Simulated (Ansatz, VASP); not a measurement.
# Se: VASP beside Ansatz

```
Se
1.0
     4.22451    0.00000    0.00000
    -2.11226    3.65854    0.00000
     0.00000    0.00000    4.94945
Se
3
Direct
  0.21700 0.00000 0.16667
  0.00000 0.21700 0.83333
  0.78300 0.78300 0.50000
```

Change from the starting cell: equal xx and yy strain of -3 %.

Alike in both runs: task single point; functional PBE; k mesh 8 × 8 × 6; occupations fermi-dirac, width 0.03 eV; no spin polarisation.

```csv
,VASP,Ansatz
version,VASP 6.6.1,Ansatz 0.2.0
potentials or method,"VASP PAW PBE potentials, release 64 (Se), cutoff 520 eV","all-electron LAPW, scalar-relativistic"
```

```tsv
	VASP	Ansatz	Ansatz less VASP
pressure (GPa)	9.6	9.3	-0.25
largest component of the traceless stress (GPa)	3.13	3.01	-0.125
rms of the force components (eV/Å)	1.080	1.044	-0.0358
```

Atom by atom the forces differ by 0.036 eV/Å (rms over components). Ansatz ran all-electron here, so the differences hold the error of VASP's frozen core and of both bases.

Caveats: forces of over 1 eV/Å show positions far from the minimum, so gaps and moduli don't describe the material at rest. A k mesh can miss the band edges.
